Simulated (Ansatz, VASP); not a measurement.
## ZnS: VASP beside Ansatz

```
Zn S
1.0
     0.00000    2.19904    2.19904
     2.19904    0.00000    2.19904
     2.19904    2.19904    0.00000
Zn S
1 1
Direct
  0.00000 0.00000 0.00000
  0.50000 0.50000 0.50000
```

Change from the starting cell: volume scaled by 0.64, LAPW.

Alike in both runs: task single point; functional PBE; k mesh 14 × 14 × 14; occupations fermi-dirac, width 0.08 eV; no spin polarisation.

|  | VASP | Ansatz |
| --- | --- | --- |
| version | VASP 6.6.1 | Ansatz 0.2.0 |
| potentials or method | VASP PAW PBE potentials, release 64 (Zn, S), cutoff 520 eV | all-electron LAPW, scalar-relativistic |

```csv
,VASP,Ansatz,Ansatz less VASP
pressure (GPa),105.2,104.1,-1.06
```

Ansatz ran all-electron here, so the differences hold the error of VASP's frozen core and of both bases.

Caveats: the cell as given lies far from equilibrium; so large a pressure means that the cell lies far from this level's equilibrium, or that cutoff or potentials fall short (VASP).
